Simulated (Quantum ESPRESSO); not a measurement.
BN:

```
CELL_PARAMETERS angstrom
0.00000 1.81300 1.81300
1.81300 0.00000 1.81300
1.81300 1.81300 0.00000
ATOMIC_POSITIONS crystal
N 0.25000 0.25000 0.25000
B 0.00000 0.00000 0.00000
```

The cell is a database's computed one.

Program: Quantum ESPRESSO 7.5. Alike in all runs: task single point; level r2SCAN-X; potentials or basis SG15 PBE 1.2; no spin polarisation; cell as given; k mesh 6 × 6 × 6; cutoff (eV) 1197; smearing fixed; the mesh is coarse, so values aren't converged.

Q: Order these runs on this cell by their band gap on the k mesh, lowest first.
A. share of exact exchange 0.15
B. share of exact exchange 0.05
C. share of exact exchange 0.1

A: B (5.34 eV), C (5.71 eV), A (6.08 eV).

Caveats: all runs use coarse meshes.

A k mesh can miss the band edges.

Runs at the PBE level aren't shown here.
